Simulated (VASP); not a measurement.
Input of a VASP 6.6.1 run:

Contents of INCAR:

```
SYSTEM = CaF2
ALGO = Normal
EDIFF = 1E-6
EDIFFG = -0.01
ENCUT = 600
GGA = PS
IBRION = 2
ISIF = 3
ISMEAR = 0
KPAR = 2
LASPH = .True.
LCHARG = .False.
LREAL = .False.
LWAVE = .False.
NELM = 80
NSW = 90
PREC = Accurate
SIGMA = 0.03
```

KPOINTS

```
k-points
0
Gamma
  8 8 8
  0 0 0
```

File POSCAR:

```
CaF2
1.0
    0.0000000000      2.7310000000      2.7310000000
    2.7310000000      0.0000000000      2.7310000000
    2.7310000000      2.7310000000      0.0000000000
Ca F
1 2
Direct
    0.0000000000      0.0000000000      0.0000000000
    0.2500000000      0.2500000000      0.2500000000
    0.7500000000      0.7500000000      0.7500000000
```

Potentials or basis: VASP PAW PBE potentials, release 64 (Ca_sv, F).

Run with:

```console
$ cat potpaw_PBE.64/Ca_sv/POTCAR potpaw_PBE.64/F/POTCAR > POTCAR
$ mpirun -np 2 vasp_std > vasp.out
```

Q: What does it give for the space group after relaxing (to 0.05 Å)?

A: Fm-3m (No. 225).

Q: Estimate the band gap on the k mesh.

A: 7.21 eV, indirect (least direct gap 7.47 eV).

Q: What does it give for the relaxed volume?

A: 13.30 Å³/atom.

Q: What does it give for the relaxed cell?

A: a = 3.836 Å, b = 3.836 Å, c = 3.836 Å, α = 60.00°, β = 60.00°, γ = 60.00°.

Final structure:
```yaml
crystal:
  lattice:
    - [0.00000, 2.71232, 2.71232]
    - [2.71232, 0.00000, 2.71232]
    - [2.71232, 2.71232, 0.00000]
  atoms:
    - { symbol: Ca, position: [0.00000, 0.00000, 0.00000] }
    - { symbol: F, position: [0.25000, 0.25000, 0.25000] }
    - { symbol: F, position: [0.75000, 0.75000, 0.75000] }
```

Caveat: the PAW data sets were made with another functional, which shifts forces and pressure a little. A k mesh can miss the band edges.
